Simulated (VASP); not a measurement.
# SnTe (Fm-3m) in VASP: further runs

The runs below take SnTe through single point, with PBE, r2SCAN.

Program: VASP 6.6.1. These are calculated values, not measurements. Logs are shortened: lines on timing, memory, paths and dates and some standing lists are left out, and cuts for length are marked.

**Measured values to compare with.**

From a printed reference work, textbook, for a bulk crystal of SnTe at 300 K: band gap 0.18 eV (direct).

The results are compared with them further down.

## Step 1: The cell of the first run

The structure is cubic, space group Fm-3m (No. 225). Conventional cell: a = 6.613 Å, b = 6.613 Å, c = 6.613 Å, α = 90.00°, β = 90.00°, γ = 90.00°. Within 4.3 Å of Sn (site symmetry m-3m) lie 6 Te at 3.31 Å. Within 4.3 Å of Te (site symmetry m-3m) lie 6 Sn at 3.31 Å.

## Step 2: Single point, PBE (strain +3.7%)

The input, INCAR:

```
PREC = Accurate ; ENCUT = 520
EDIFF = 1E-7 ; ISMEAR = -1
SIGMA = 0.02 ; LREAL = False
LASPH = True ; NELM = 60
ALGO = Normal ; ISIF = 2
LWAVE = False ; LCHARG = False
GGA = PE ; NBANDS = 17
```

The input, KPOINTS:

```
Automatic mesh
0
Gamma
  8 8 8
```

The input, POSCAR:

```
SnTe
1.0
    0.0000000000      3.3067228241      3.3067228241
    3.3067228241      0.0000000000      3.3067228241
    3.3067228241      3.3067228241      0.0000000000
Sn Te
1 1
Direct
    0.0000000000      0.0000000000      0.0000000000
    0.5000000000      0.5000000000      0.5000000000
```

Potentials or basis: VASP PAW PBE potentials, release 64 (Sn_d, Te).

Started as:

```console
cat potpaw_PBE.64/Sn_d/POTCAR potpaw_PBE.64/Te/POTCAR > POTCAR
mpirun -np 1 vasp_std > vasp.out
```

OUTCAR:

```text
PREC = Accurate
   ENCUT = 520
   EDIFF = 1E-7
   ISMEAR = -1
   LREAL = False
   LASPH = True
   NELM = 60
   ISIF = 2
   GGA = PE

 ion  position               nearest neighbor table
   1  0.000  0.000  0.000-   2 3.31   2 3.31   2 3.31   2 3.31   2 3.31   2 3.31
   2  0.500  0.500  0.500-   1 3.31   1 3.31   1 3.31   1 3.31   1 3.31   1 3.31

  LATTYP: Found a face centered cubic cell.
 ALAT       =     6.6134456482

  Lattice vectors:

 A1 = (   0.0000000000,   3.3067228241,   3.3067228241)
 A2 = (   3.3067228241,   0.0000000000,   3.3067228241)
 A3 = (   3.3067228241,   3.3067228241,   0.0000000000)

Analysis of symmetry for initial positions (statically):
=====================================================================
 Subroutine PRICEL returns:
 Original cell was already a primitive cell.

 Routine SETGRP: Setting up the symmetry group for a
 face centered cubic supercell.

 Subroutine GETGRP returns: Found 48 space group operations
 (whereof 48 operations were pure point group operations)
 out of a pool of 48 trial point group operations.

The static configuration has the point symmetry O_h .

Analysis of symmetry for dynamics (positions and initial velocities):
=====================================================================
 Subroutine PRICEL returns:
 Original cell was already a primitive cell.

 Routine SETGRP: Setting up the symmetry group for a
 face centered cubic supercell.

 Subroutine GETGRP returns: Found 48 space group operations
 (whereof 48 operations were pure point group operations)
 out of a pool of 48 trial point group operations.

The dynamic configuration has the point symmetry O_h .

 Subroutine INISYM returns: Found 48 space group operations
 (whereof 48 operations are pure point group operations),
 and found     1 'primitive' translations

----------------------------------------------------------------------------------------

                                     Primitive cell

  volume of cell :      72.3142

  direct lattice vectors                    reciprocal lattice vectors
     0.000000000  3.306722824  3.306722824    -0.151207109  0.151207109  0.151207109
     3.306722824  0.000000000  3.306722824     0.151207109 -0.151207109  0.151207109
     3.306722824  3.306722824  0.000000000     0.151207109  0.151207109 -0.151207109

  length of vectors
     4.676412265  4.676412265  4.676412265     0.261898396  0.261898396  0.261898396

  position of ions in fractional coordinates (direct lattice)
     0.000000000  0.000000000  0.000000000
     0.500000000  0.500000000  0.500000000

  ion indices of the primitive-cell ions
   primitive index   ion index
                 1           1
                 2           2

----------------------------------------------------------------------------------------

 KPOINTS: Automatic mesh

Automatic generation of k-mesh.
 Grid dimensions read from file:
 generate k-points for:    8    8    8

 Generating k-lattice:

  Cartesian coordinates                     Fractional coordinates (reciprocal lattice)
    -0.018900889  0.018900889  0.018900889     0.125000000  0.000000000  0.000000000
     0.018900889 -0.018900889  0.018900889     0.000000000  0.125000000  0.000000000
     0.018900889  0.018900889 -0.018900889     0.000000000  0.000000000  0.125000000

  Length of vectors
     0.032737300  0.032737300  0.032737300

  Shift w.r.t. Gamma in fractional coordinates (k-lattice)
     0.000000000  0.000000000  0.000000000

 Subroutine IBZKPT returns following result:
 ===========================================

 Found     29 irreducible k-points:

 Following reciprocal coordinates:
            Coordinates               Weight
  0.000000  0.000000  0.000000      1.000000
  0.125000  0.000000  0.000000      8.000000
  0.250000  0.000000  0.000000      8.000000
  0.375000  0.000000  0.000000      8.000000
  0.500000  0.000000  0.000000      4.000000
  0.125000  0.125000  0.000000      6.000000
[... 16 lines left out ...]
  0.500000  0.250000  0.125000     48.000000
 -0.375000  0.250000  0.125000     24.000000
 [... further k-points ...]
   k-points           NKPTS =     29   k-points in BZ     NKDIM =     29   number of bands    NBANDS=     17
   number of dos      NEDOS =    301   number of ions     NIONS =      2
   total plane-waves  NPLWV =  46656
   dimension x,y,z NGX =    36 NGY =   36 NGZ =   36
   dimension x,y,z NGXF=    72 NGYF=   72 NGZF=   72
   ions per type =               1   1
   NGX,Y,Z   is equivalent  to a cutoff of  12.80, 12.80, 12.80 a.u.
   NGXF,Y,Z  is equivalent  to a cutoff of  25.60, 25.60, 25.60 a.u.
 SYSTEM =  unknown system
   PREC   = accura    normal or accurate (medium, high low for compatibility)
   ISTART =      0    job   : 0-new  1-cont  2-samecut
   ICHARG =      2    charge: 1-file 2-atom 10-const
   ISPIN  =      1    spin polarized calculation?
   LNONCOLLINEAR =      F non collinear calculations
   LSORBIT =      F    spin-orbit coupling
   LASPH  =      T    aspherical Exc in radial PAW
   ENCUT  =  520.0 eV  38.22 Ry    6.18 a.u.   8.70  8.70  8.70*2*pi/ulx,y,z
   NELM   =     60;   NELMIN=  2; NELMDL= -5     # of ELM steps
   EDIFF  = 0.1E-06   stopping-criterion for ELM
   LREAL  =      F    real-space projection
   EDIFFG = 0.1E-05   stopping-criterion for IOM
   NSW    =      0    number of steps for IOM
   IBRION =     -1    ionic relax: 0-MD 1-quasi-New 2-CG
   NFREE  =      0    steps in history (QN), initial steepest desc. (CG)
   ISIF   =      2    stress and relaxation
   ISYM   =      2    0-nonsym 1-usesym 2-fastsym
   POTIM  = 0.5000    time-step for ionic-motion
   TEBEG  =    0.0;   TEEND  =   0.0 temperature during run
   PSTRESS=    0.0 pullay stress
   NELECT =      20.0000    total number of electrons
   NUPDOWN=      -1.0000    fix difference up-down
   EMIN   =  10.00;   EMAX   =-10.00  energy-range for DOS
   EFERMI =   0.00;   METHOD = LEGACY
   ISMEAR =    -1;   SIGMA  =   0.02  broadening in eV -4-tet -1-fermi 0-gaus
   EFERMI_NEDOS =   21; number of points for ismear=-14 and -15
   IALGO  =     38    algorithm
   IMIX   =      4    mixing-type and parameters
     AMIX     =   0.40;   BMIX     =  1.00
     AMIX_MAG =   1.60;   BMIX_MAG =  1.00
  volume/ion in A,a.u.               =      36.16       244.00
  Fermi-wavevector in a.u.,A,eV,Ry     =   1.066622  2.015623 15.479098  1.137682
  Thomas-Fermi vector in A             =   2.202212
   LORBIT       =      0    0 simple, 1 ext, 2 COOP (PROOUT), +10 PAW based schemes
   GGA     = PE    functional components
   LHFCALC =     F    Hartree Fock is set to
   AEXX    =    0.0000 exact exchange contribution
   IVDW    =     0    specifies the selected vdW correction
   LEPSILON=     F    determine dielectric tensor
   LRPA    =     F    only Hartree local field effects (RPA)
 non-spin polarized calculation
  energy-cutoff  :      520.00
  volume of cell :       72.31
 maximum number of plane-waves:      1964
   NGX = 17   NGY = 17   NGZ = 17

 number of electron      19.9999997 magnetization

 Free energy of the ion-electron system (eV)
  ---------------------------------------------------
  ext. energy  EPLUGINS =         0.00000000
  ---------------------------------------------------
  free energy    TOTEN  =        -7.49723038 eV

  energy without entropy =       -7.49722643  energy(sigma->0) =       -7.49722840

 E-fermi :   5.2167     XC(G=0):  -8.8580

 val. band max:        5.0733971765   @ k =   0.5000   0.0000   0.0000
 cond. band min:       5.3599586915   @ k =   0.5000   0.0000   0.0000
 fundamental gap:      0.2865615150
 Fermi energy:         5.2166778760

 k-point     1 :       0.0000    0.0000    0.0000
  band No.  band energies     occupation
      1     -16.6310      2.00000
      2     -16.6310      2.00000
      3     -16.6310      2.00000
      4     -16.6302      2.00000
      5     -16.6302      2.00000
      6      -6.5568      2.00000
[... 9 lines left out ...]
     16      10.2628      0.00000
     17      12.0404      0.00000

 k-point     2 :       0.1250    0.0000    0.0000
  band No.  band energies     occupation
      1     -16.6309      2.00000
      2     -16.6309      2.00000
      3     -16.6309      2.00000
      4     -16.6301      2.00000
      5     -16.6301      2.00000
      6      -6.4534      2.00000
[... 9 lines left out ...]
     16      10.5443      0.00000
     17      12.8328      0.00000

 k-point     3 :       0.2500    0.0000    0.0000
  band No.  band energies     occupation
      1     -16.6317      2.00000
      2     -16.6317      2.00000
      3     -16.6305      2.00000
      4     -16.6289      2.00000
      5     -16.6288      2.00000
      6      -6.1683      2.00000
[... 9 lines left out ...]
     16      11.3381      0.00000
     17      14.5683      0.00000

 k-point     4 :       0.3750    0.0000    0.0000
  band No.  band energies     occupation
      1     -16.6326      2.00000
      2     -16.6326      2.00000
      3     -16.6301      2.00000
      4     -16.6275      2.00000
      5     -16.6275      2.00000
      6      -5.8048      2.00000
[... 9 lines left out ...]
     16      12.5792      0.00000
     17      14.8136      0.00000

 k-point     5 :       0.5000    0.0000    0.0000
  band No.  band energies     occupation
      1     -16.6330      2.00000
      2     -16.6330      2.00000
      3     -16.6300      2.00000
      4     -16.6269      2.00000
      5     -16.6269      2.00000
      6      -5.6139      2.00000
[... 9 lines left out ...]
     16      13.9624      0.00000
     17      13.9624      0.00000

 k-point     6 :       0.1250    0.1250    0.0000
  band No.  band energies     occupation
      1     -16.6313      2.00000
      2     -16.6311      2.00000
      3     -16.6302      2.00000
      4     -16.6302      2.00000
      5     -16.6298      2.00000
      6      -6.4197      2.00000
[... 9 lines left out ...]
     16      10.9893      0.00000
     17      12.2066      0.00000
[... 281 lines left out ...]
 k-point    21 :       0.5000    0.5000    0.0000
  band No.  band energies     occupation
      1     -16.6377      2.00000
      2     -16.6329      2.00000
      3     -16.6278      2.00000
      4     -16.6255      2.00000
      5     -16.6255      2.00000
      6      -5.4255      2.00000
[... 9 lines left out ...]
     16      15.2284      0.00000
     17      15.4027      0.00000

 k-point    22 :       0.3750    0.2500    0.1250
  band No.  band energies     occupation
      1     -16.6332      2.00000
      2     -16.6311      2.00000
      3     -16.6305      2.00000
      4     -16.6284      2.00000
      5     -16.6276      2.00000
      6      -5.9477      2.00000
[... 9 lines left out ...]
     16      13.0150      0.00000
     17      13.3520      0.00000

 k-point    23 :       0.5000    0.2500    0.1250
  band No.  band energies     occupation
      1     -16.6338      2.00000
      2     -16.6311      2.00000
      3     -16.6301      2.00000
      4     -16.6277      2.00000
      5     -16.6270      2.00000
      6      -5.6443      2.00000
[... 9 lines left out ...]
     16      13.2994      0.00000
     17      14.3591      0.00000

 k-point    24 :      -0.3750    0.2500    0.1250
  band No.  band energies     occupation
      1     -16.6340      2.00000
      2     -16.6314      2.00000
      3     -16.6292      2.00000
      4     -16.6281      2.00000
      5     -16.6266      2.00000
      6      -5.4940      2.00000
[... 9 lines left out ...]
     16      14.4096      0.00000
     17      14.4750      0.00000

 [... further k-points ...]
[... 5 lines left out ...]
  --------------------------------------------------------------------------------------
  -------------------------------------------------------------------------------------
  Total       -1.3979826     -1.3979826     -1.3979826      0.0000000      0.0000000      0.0000000
  in kB      -30.9734076    -30.9734076    -30.9734076      0.0000000      0.0000000      0.0000000
  external PRESSURE =     -30.9734076 kB  Pullay stress =       0.0000000 kB

 VOLUME and BASIS-vectors are now :
 -----------------------------------------------------------------------------
  energy-cutoff  :      520.00
  volume of cell :       72.31
      direct lattice vectors                 reciprocal lattice vectors
     0.000000000  3.306722824  3.306722824    -0.151207109  0.151207109  0.151207109
     3.306722824  0.000000000  3.306722824     0.151207109 -0.151207109  0.151207109
     3.306722824  3.306722824  0.000000000     0.151207109  0.151207109 -0.151207109

 POSITION                                       TOTAL-FORCE (eV/Angst)
 -----------------------------------------------------------------------------------
      0.00000      0.00000      0.00000        -0.000000      0.000000     -0.000000
      3.30672      3.30672      3.30672         0.000000     -0.000000      0.000000
 -----------------------------------------------------------------------------------
    total drift:                               -0.000000      0.000000      0.000000

  FREE ENERGIE OF THE ION-ELECTRON SYSTEM (eV)
  ---------------------------------------------------
  free  energy   TOTEN  =        -7.4972303775 eV

  energy  without entropy=       -7.4972264314  energy(sigma->0) =       -7.49722840
```

It took 33 s on 1 thread of Intel Xeon Platinum 8375C at 2.90GHz (Ice Lake), shared host; peak memory 0.21 GiB.

Results:

* Free energy: -7.4972 eV
* Pressure: -3.1 GPa
* Band gap on the k mesh: 0.29 eV, direct

Caveat: the cell differs from its parent crystal (strain +3.7%); spin-orbit coupling is left out, which moves the levels of the heavy elements.

## Step 3: Single point, r2SCAN

This run uses another cell than the first one, of 32.44 Å³/atom, 0.897 times its volume.

The input, POSCAR:

```
SnTe
1.0
    0.0000000000      3.1893545757      3.1893545757
    3.1893545757      0.0000000000      3.1893545757
    3.1893545757      3.1893545757      0.0000000000
Sn Te
1 1
Direct
    0.0000000000      0.0000000000      0.0000000000
    0.5000000000      0.5000000000      0.5000000000
```

The input, INCAR.step1:

```
SYSTEM = SnTe
PREC = Accurate
ENCUT = 520
ISMEAR = -1
SIGMA = 0.02
LREAL = .False.
LASPH = .True.
NELM = 60
NBANDS = 17
GGA = PE
ALGO = Normal
EDIFF = 1E-4
LWAVE = .True.
LCHARG = .False.
```

The input, INCAR.step2:

```
SYSTEM = SnTe
PREC = Accurate
ENCUT = 520
EDIFF = 1E-7
ISMEAR = -1
SIGMA = 0.02
LREAL = .False.
LASPH = .True.
NELM = 60
ALGO = Normal
ISIF = 2
LWAVE = .False.
LCHARG = .False.
METAGGA = R2SCAN
LMIXTAU = .True.
NBANDS = 17
ISTART = 1
```

The input, KPOINTS:

```
Automatic mesh
0
Gamma
  8 8 8
  0 0 0
```

Potentials or basis: VASP PAW PBE potentials, release 64 (Sn_d, Te).

Started as:

```console
cat potpaw_PBE.64/Sn_d/POTCAR potpaw_PBE.64/Te/POTCAR > POTCAR
cp INCAR.step1 INCAR
mpirun -np 1 vasp_std > vasp.out
cp INCAR.step2 INCAR
mpirun -np 1 vasp_std > vasp.out
```

Run time: 1.7 min. Hardware: 1 thread of Intel Xeon Platinum 8375C at 2.90GHz (Ice Lake), shared host; peak memory 0.23 GiB.

Results (log left out):

- Free energy: -50.6863 eV
- Pressure: -0.1 GPa
- Band gap on the k mesh: 0.14 eV, direct

Levels at points of the mesh, in eV from the valence-band top:
```
           k point  band 6  band 7  band 8  band 9  band 10  band 11  band 12  band 13  band 14  band 15
(0.00, 0.00, 0.00)  -13.21   -4.88   -2.38   -2.38    -2.38     3.36     3.36     3.36     5.04     5.04
(0.50, 0.00, 0.00)  -11.95   -8.60   -2.02   -2.02     0.00     0.14     0.34     0.34     8.13     8.97
(0.50, 0.50, 0.00)  -11.65   -6.73   -5.71   -3.93    -3.93     2.47     4.94     4.94     6.44     9.11
```

Caveat: the PAW data sets were made with another functional, which shifts forces and pressure a little; spin-orbit coupling is left out, which moves the levels of the heavy elements.

## Step 4: Comparison with measurements

Step 3. A measured gap of SnTe is 0.18 eV (direct; 300 K; a printed reference work, textbook); the calculated 0.14 eV misses it by -0.04 eV. Spin-orbit coupling on Sn, Te is left out. The value is that of r2SCAN on a finite k mesh, which can miss the band edges, without temperature or zero-point motion.
